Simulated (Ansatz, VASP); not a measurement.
## ZnS: VASP beside Ansatz

Contents of INCAR:

```
SYSTEM = ZnS
PREC = Accurate ; ENCUT = 520
EDIFF = 1E-8 ; ISMEAR = -1
SIGMA = 0.01 ; LREAL = .False.
LASPH = .True. ; NELM = 80
ALGO = Normal ; ISIF = 2
LWAVE = .False. ; LCHARG = .False.
GGA = PE ; LEFG = .True.
NBANDS = 16
```

The input KPOINTS:

```
Automatic mesh
0
Gamma
  8 8 8
  0 0 0
```

The input POSCAR:

```
ZnS
1.0
    0.0000000000      2.7046500000      2.7316965000
    2.7046500000      0.0000000000      2.7316965000
    2.7046500000      2.7046500000      0.0000000000
Zn S
1 1
Direct
    0.0000000000      0.0000000000      0.0000000000
    0.7500000000      0.7500000000      0.7500000000
```

Input for Ansatz:

```yaml
crystal:
  lattice:
    - [0.0, 2.70465, 2.7316965]
    - [2.70465, 0.0, 2.7316965]
    - [2.70465, 2.70465, 0.0]
  atoms:
    - { symbol: Zn, position: [0.0, 0.0, 0.0] }
    - { symbol: S, position: [0.75, 0.75, 0.75] }
kpoints:
  mp_grid: { grid: [8, 8, 8] }
scf:
  occupations: { method: fermi_dirac, width: 0.01 }
hamiltonian:
  xc: pbe
  pseudopotentials: { kind: all_electron, datasets: crystal }
output:
  forces: true
  stress: true
  eigenvalues: true
  efg: { contact_densities: true }
```

Change from the starting cell: zz strain of +1 %, crystal datasets.

Alike in both runs: task electric field gradients; functional PBE; k mesh 8 × 8 × 8; occupations fermi-dirac, width 0.01 eV; no spin polarisation.

|  | VASP | Ansatz |
| --- | --- | --- |
| version | VASP 6.6.1 | Ansatz 0.2.0 |
| potentials or method | VASP PAW PBE potentials, release 64 (Zn, S) | all-electron PAW with datasets made for the crystal, scalar-relativistic |
| plane-wave cutoff (eV) | 520 | see its input |

```csv
,VASP,Ansatz,Ansatz less VASP
gap on the k mesh at the Fermi level (eV),2.05,2.04,-0.001
pressure (GPa),0.8,0.6,-0.16
largest component of the traceless stress (GPa),0.28,0.28,0.000
Vzz of the field gradient on the site that differs most (V/Å²),-1.7,-1.9,-0.12
```

Ansatz ran all-electron here, so the differences hold the error of VASP's frozen core and of both bases.
